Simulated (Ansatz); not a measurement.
TiS$_{2}$, DFT, LDA, PAW with Ansatz's default frozen-core files, scalar-relativistic (Ansatz 0.2.0), run on 1 thread of Arm Neoverse V1 on a shared host.

The cell comes from COD entry 1537865, which wasn't checked; take it as a given geometry. It is an old determination, and later ones may differ. The listed cell was then made from it by scaling, straining or moving an atom.

Command: `ansatz run input.yaml --threads 1 --pin off --max-ram 4096MiB --backend cpu --events-out ev --progress --plain --runs-dir out`

```yaml
crystal:
  lattice:
    - [3.4345972614, 0.0, 0.0]
    - [-1.7172986307, 2.9744484802, 0.0]
    - [0.0, 0.0, 5.7327163309]
  atoms:
    - { symbol: Ti, position: [0.0, 0.0, 0.0] }
    - { symbol: S, position: [0.3333333333, 0.6666666667, 0.25] }
    - { symbol: S, position: [0.6666666667, 0.3333333333, 0.75] }
kpoints:
  mp_grid: { grid: [12, 12, 7] }
scf:
  occupations: { method: fermi_dirac, width: 0.05 }
hamiltonian:
  xc: lda
  pseudopotentials: { kind: paw }
output:
  forces: true
  stress: true
  eigenvalues: true
  efg: { contact_densities: true }
```

Q: How large is the problem that the program sets up?

A: 112 irreducible k-points, 1123 plane waves at Γ, 16 bands.

Q: Estimate the wall time and the peak memory.

A: 6.8 s of wall time for 6 SCF iterations, with a peak of 0.4 GiB. Times on shared machines scatter by tens of per cent.

Q: And the same cell and mesh by all-electron PAW (datasets made for this crystal), asked for forces, stress, eigenvalues, efg, on the same hardware?

A: 24 s, peak memory 0.73 GiB.
